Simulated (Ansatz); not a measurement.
**Palladium, diamond under RPBE: from relaxation to bulk modulus**

The plan for palladium in the diamond structure: relax it, solve it on a dense k-mesh, then scale the cell to 7 volumes from 88 to 112 % of the relaxed one and try a fit of the equation of state. The start is antiferromagnetic. The k-meshes are 10×10×10 for the relaxation; 15×15×15 for the dense run; 10×10×10 for the volumes.

This is Pd in the diamond structure; at room conditions it is fcc.

Program: Ansatz 0.2.0. Level of theory: DFT RPBE, plane waves (420 eV) with PAW, scalar-relativistic; the PAW data stem from PBE, with regenerated cores. These are calculated values, not measurements.

## 1. The system as given

Symmetry: Fd-3m, No. 227, cubic system. The conventional cell has a = 5.416 Å, b = 5.416 Å, c = 5.416 Å, α = 90.00°, β = 90.00°, γ = 90.00°. Pd (site symmetry -43m) is surrounded by 4 Pd at 2.35 Å.

Structure file:

```xyz
2
Lattice="0.0000 2.7082 2.7082 2.7082 0.0000 2.7082 2.7082 2.7082 0.0000" Properties=species:S:1:pos:R:3 pbc="T T T"
Pd    0.6771    0.6771    0.6771
Pd    4.7394    4.7394    4.7394
```

Starting moments (μB): +0.5, -0.5.

## 2. Relaxation of the cell

Contents of input.yaml:

```yaml
crystal:
  lattice:
    - [0.0, 2.7082278367, 2.7082278367]
    - [2.7082278367, 0.0, 2.7082278367]
    - [2.7082278367, 2.7082278367, 0.0]
  atoms:
    - { symbol: Pd, position: [0.125, 0.125, 0.125], spin: 0.5 }
    - { symbol: Pd, position: [0.875, 0.875, 0.875], spin: -0.5 }
hamiltonian:
  xc: rpbe
  pseudopotentials:
    kind: paw
    azcp:
      Pd: "pseudopotentials/Pd.paw.azcp"
basis:
  ecutwfc: 420
  fft_grid_basis: typed
kpoints:
  mp_grid: { grid: [10, 10, 10], shift: [0, 0, 0] }
magnetization:
  spin_polarized: true
scf:
  occupations: { method: fermi_dirac, width: 0.05 }
relax:
  max_steps: 60
  f_tol: 0.01
  cell: {}
```

After this run come: Dense single point; Volume × 0.88; Volume × 0.92; Volume × 0.96; Volume × 1.0; Volume × 1.04; Volume × 1.08; Volume × 1.12.

**Question.** What will these runs give? Wanted: space group; conventional cell; volume; shortest distance; gap on the mesh; magnetic state; relative to fcc; V₀, B₀, B₀′.

The runs gave:

| quantity | value |
| --- | --- |
| space group (spins left aside) | Fd-3m (No. 227) |
| conventional cell | a = 5.896 Å |
| volume | 25.615 Å³/atom |
| shortest distance | 2.553 Å |
| gap on the mesh | none (levels filled in part) |
| magnetic state | ferromagnetic, up to 0.45 μB per atom |
| relative to fcc | +1017 meV/atom |
| V₀, B₀, B₀′ | 25.583 Å³/atom, 56 GPa, 5.4 |

**Reading.** The relaxation enlarged the cell by 29.0 % in volume. It lies 1017 meV/atom above the element's reference form at the same level (fcc, from a run of its own). The final state is ferromagnetic (largest moment 0.45 μB). That is not the order it started in. Levels at the Fermi energy are filled in part, as in a metal. B₀ comes out at 56 GPa. Relaxation kept the symmetry; phonons were not checked.
